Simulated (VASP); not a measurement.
Set up this calculation in VASP 6.6.1, as the native input.

| Quantity | Value |
| --- | --- |
| Task | single point |
| Functional | r2SCAN |
| Potentials or basis | VASP PAW PBE potentials, release 64 (Co, O) |
| Cutoff | 520 eV |
| k mesh | 10 × 10 × 10 |
| Occupations | fermi-dirac, width 0.05 eV |
| Spin | collinear spin, ferromagnetic start |
| Starting moments | [2.0, 0.0] μB |
| Further INCAR settings | ALGO = Normal; EDIFF = 1e-06 |

The structure of CoO lies in POSCAR:

```
CoO
1.0
    2.5705263100      0.0000000000      0.0000000000
    0.0000000000      2.5705263100      0.0000000000
    0.0000000000      0.0000000000      2.5705263100
Co O
1 1
Direct
    0.0000000000      0.0000000000      0.0000000000
    0.5000000000      0.5000000000      0.5000000000
```

Measurements of this composition are mostly on another form, of space group No. 225.

One way to write it, as run:

INCAR

```
ALGO     = Normal         # electronic algorithm
EDIFF    = 1E-6           # SCF threshold, eV
ENCUT    = 520            # plane-wave cutoff, eV
ISIF     = 2              # what is computed and relaxed
ISMEAR   = -1             # smearing method
ISPIN    = 2              # spin polarisation
LASPH    = T              # aspherical terms in the spheres
LCHARG   = T              # write CHGCAR
LELF     = T              # ELF
LMAXMIX  = 4              # l up to which the mixer works
LMIXTAU  = T            
LORBIT   = 11             # projections on sites
LREAL    = F              # projectors in reciprocal space
LVHAR    = T            
LWAVE    = F              # write WAVECAR
MAGMOM   = 2 0            # initial moments
METAGGA  = R2SCAN         # meta-GGA
NELM     = 150            # most SCF steps
PREC     = Accurate       # precision mode
SIGMA    = 0.05           # smearing width, eV
```

KPOINTS

```
k-points
0
Gamma
  10 10 10
```

Potentials or basis: VASP PAW PBE potentials, release 64 (Co, O).

The run is started by

```console
$ cat potpaw_PBE.64/Co/POTCAR potpaw_PBE.64/O/POTCAR > POTCAR
$ mpirun -np 1 vasp_std > vasp.out
```

Results of the run:

```
Pressure                                              : 11.6 GPa
Band gap on the k mesh                                : 0.62 eV, indirect (least direct gap 0.66 eV)
Net moment                                            : 3.00 μB per cell
Site moments                                          : Co +2.62; O +0.35 μB
Valence electrons inside the program's atomic spheres : Co 7.83; O 5.03
```

Caveat: the PAW data sets were made with another functional, which shifts forces and pressure a little; a cell with one magnetic atom can't hold antiferromagnetic order, which such compounds often take.

Wall time 65 s on 1 thread of Intel(R) Xeon(R) Platinum 8488C (Sapphire Rapids) (shared host), peak memory 0.15 GiB.
